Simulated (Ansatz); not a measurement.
Reactions of `CC[Si](Cl)(Cl)Cl`.

Gas-phase electronic energies from Ansatz, PBE0-D4/def2-TZVP geometries. CCSD(T)/CBS is the MP2 limit (def2-TZVPP, def2-QZVPP) plus CCSD(T) − MP2 in def2-TZVPP, frozen cores. This one scheme is used for every species, atoms too. For atomizations the MP2-based limit and the directly extrapolated one differ by several kJ/mol either way, and by 10 to 25 for some Ge, Se and Sn compounds, so smaller differences from it don't rank the levels. DFT in def2-TZVPP. No spin–orbit coupling; open shells (•) take unrestricted orbitals. Spin–orbit coupling would lower the free atoms: a little for C, Cl, Si. def2 core potentials past Kr. For Ge, In, Sb outer-core shells are correlated without core-valence functions, so the limit isn't a true one: a few kJ/mol of doubt a bond, and 10 to 20 or more in all where bonds break to atoms. Scalar relativity is left out up to krypton. Each species was taken in one conformer, which may not be the lowest.

| reaction | CCSD/CBS(def2) (eV) | PBE0-D4 (eV) | CCSD(T)/CBS(def2) (eV) |
| --- | --- | --- | --- |
| `CC[Si](Cl)(Cl)Cl` + `CO[SiH2][O][GeH3]` → `Cl[Si](Cl)(Cl)[GeH3]` + `CCO[SiH2]OC` | 1.15 | 1.00 | 1.14 |
| `CC[Si](Cl)(Cl)Cl` + `[OH][SbH][SiH3]` → `O[Si](Cl)(Cl)Cl` + `C[CH2][SbH][SiH3]` | -0.83 | -0.77 | -0.82 |
| `CC[Si](Cl)(Cl)Cl` + H₂S → `S[Si](Cl)(Cl)Cl` + ethane | -0.45 | -0.49 | -0.45 |
| `CC[Si](Cl)(Cl)Cl` + silanol → `[SiH3]O[Si](Cl)(Cl)Cl` + ethane | -1.23 | -1.12 | -1.19 |
| `CC[Si](Cl)(Cl)Cl` + `C=CB(Cl)Cl` → `ClB(Cl)[Si](Cl)(Cl)Cl` + `C=CCC` | 0.87 | 0.81 | 0.86 |
| `CC[Si](Cl)(Cl)Cl` + `[OH][In]([SH])[O][SiH3]` → `C[O][In]([SH])[O][SiH3]` + `C[Si](Cl)(Cl)Cl` | 0.59 | 0.58 | 0.60 |
| `CC[Si](Cl)(Cl)Cl` + `CC(C)C` → `CC(C)(C)C[Si](Cl)(Cl)Cl` + CH₄ | -0.05 | -0.06 | -0.11 |
| `CC[Si](Cl)(Cl)Cl` → Cl₂ + `CC[Si]Cl` | 5.92 | 5.96 | 5.92 |
| `CC[Si](Cl)(Cl)Cl` → 2 C• + 3 Cl• + 5 H• + Si• | 41.59 | 42.45 | 42.23 |
| `CC[Si](Cl)(Cl)Cl` + CH₃OH → `CO[Si](Cl)(Cl)Cl` + ethane | -1.07 | -0.97 | -1.05 |

Largest T1 diagnostic: 0.016, for `[OH][In]([SH])[O][SiH3]`.
